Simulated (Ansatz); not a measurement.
Computed with DFT PBE, scalar-relativistic, plane waves, PAW in Ansatz. Settings: cutoff 420 eV, Γ-centred meshes spaced at most about 0.3 Å⁻¹, and about 0.25 Å⁻¹ or finer for metals (2π included), Gaussian smearing. No spin polarisation.

Temperature and zero-point effects are left out.

**Question.** Which of these relaxed structures of Hf₃H₄ is the lowest in energy?
1.

```cif
data_structure
_symmetry_space_group_name_H-M 'P-3m1'
_symmetry_Int_Tables_number 164
_cell_length_a 3.3181
_cell_length_b 3.3181
_cell_length_c 8.1293
_cell_angle_alpha 90.000
_cell_angle_beta 90.000
_cell_angle_gamma 120.000
_cell_volume 77.51
loop_
_atom_site_label
_atom_site_type_symbol
_atom_site_symmetry_multiplicity
_atom_site_Wyckoff_symbol
_atom_site_fract_x
_atom_site_fract_y
_atom_site_fract_z
_atom_site_occupancy
Hf1 Hf 2 d 0.33333 0.66667 0.67185 1
Hf2 Hf 1 a 0.00000 0.00000 0.00000 1
H1 H 2 d 0.33333 0.66667 0.91955 1
H2 H 2 d 0.33333 0.66667 0.41946 1
```

2.

```cif
data_structure
_symmetry_space_group_name_H-M 'R-3m:H'
_symmetry_Int_Tables_number 166
_cell_length_a 3.2758
_cell_length_b 3.2758
_cell_length_c 24.8828
_cell_angle_alpha 90.000
_cell_angle_beta 90.000
_cell_angle_gamma 120.000
_cell_volume 231.24
loop_
_atom_site_label
_atom_site_type_symbol
_atom_site_symmetry_multiplicity
_atom_site_Wyckoff_symbol
_atom_site_fract_x
_atom_site_fract_y
_atom_site_fract_z
_atom_site_occupancy
Hf1 Hf 6 c 0.00000 0.00000 0.77538 1
Hf2 Hf 3 a 0.00000 0.00000 0.00000 1
H1 H 6 c 0.00000 0.00000 0.85768 1
H2 H 6 c 0.00000 0.00000 0.69392 1
```

3.

```cif
data_structure
_symmetry_space_group_name_H-M 'I4/mmm'
_symmetry_Int_Tables_number 139
_cell_length_a 3.2980
_cell_length_b 3.2980
_cell_length_c 14.1926
_cell_angle_alpha 90.000
_cell_angle_beta 90.000
_cell_angle_gamma 90.000
_cell_volume 154.37
loop_
_atom_site_label
_atom_site_type_symbol
_atom_site_symmetry_multiplicity
_atom_site_Wyckoff_symbol
_atom_site_fract_x
_atom_site_fract_y
_atom_site_fract_z
_atom_site_occupancy
Hf1 Hf 2 a 0.00000 0.00000 0.00000 1
Hf2 Hf 4 e 0.00000 0.00000 0.32240 1
H1 H 8 g 0.00000 0.50000 0.08366 1
```

**Answer.** 3. The next of these, cell 1, lies 12 meV/atom higher. Forms: cell 3 I4/mmm; cell 1 P-3m1; cell 2 R-3m. Counting H atoms around Hf (those within 1.25 times the shortest such distance or 1.15 times the sum of covalent radii, 1.27 where that leaves under three; a slash parts the counts of unlike sites): cell 3 has Hf 4/8; cell 1 has Hf 5/6; cell 2 has Hf 5/6. All come from invented guesses. The lowest form computed isn't among them: it has space group Immm (No. 71), 11.0 Å³/atom and lies 6 meV/atom below the best shown.

The k mesh leaves some 4 meV/atom of noise in the energy of each metallic cell. Spin–orbit coupling, which can matter for Hf, is left out. With hydrogen, zero-point motion can shift such differences by 10 meV/atom or more. Cells relaxed within their symmetry can be saddle points. Some types were kept out of the candidates beforehand, so the set may lack a known form.
